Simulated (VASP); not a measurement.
Set up this calculation in VASP 6.6.1, as the native input.

```
Task                   : single point
Functional             : PBE
Potentials or basis    : VASP PAW PBE potentials, release 64 (Ga_d, N)
Cutoff                 : 520 eV
k mesh                 : 10 × 10 × 10
Occupations            : fermi-dirac, width 0.02 eV
Spin                   : no spin polarisation
Dipole correction      : no
Further INCAR settings : ALGO = Normal; EDIFF = 1e-06; NBANDS = 16
```

The structure of GaN lies in POSCAR:

```
GaN
1.0
    0.0000000000      2.0602302361      2.0602302361
    2.0602302361      0.0000000000      2.0602302361
    2.0602302361      2.0602302361      0.0000000000
Ga N
1 1
Direct
    0.0000000000      0.0000000000      0.0000000000
    0.5000000000      0.5000000000      0.5000000000
```

The cell was built by a generator and needn't be a form met in nature.

The cell isn't the ideal one: hydrostatic strain -2.3%.

One way to write it, as run:

INCAR

```
  PREC = Accurate
  ENCUT = 520
  EDIFF = 1E-6
  ISMEAR = -1
  SIGMA = 0.02
  LREAL = F
  LASPH = T
  NELM = 100
  ALGO = Normal
  ISIF = 2
  LWAVE = F
  LCHARG = F
  GGA = PE
  NBANDS = 16
```

KPOINTS

```
regular mesh
0
Gamma
  10 10 10
```

Potentials or basis: VASP PAW PBE potentials, release 64 (Ga_d, N).

Command:

```sh
$ cat potpaw_PBE.64/Ga_d/POTCAR potpaw_PBE.64/N/POTCAR > POTCAR
$ mpirun -np 1 vasp_std > vasp.out
```

It gave:

```yaml
Pressure: 29.3 GPa
Band_gap_on_the_k_mesh: 1.12 eV, indirect (least direct gap 3.75 eV)
```

Caveat: so large a pressure means that the cell lies far from this level's equilibrium, or that cutoff or potentials fall short.

Wall time 11 s on 1 thread of Intel(R) Xeon(R) Platinum 8488C (Sapphire Rapids), with other jobs on the host, peak memory 0.14 GiB.
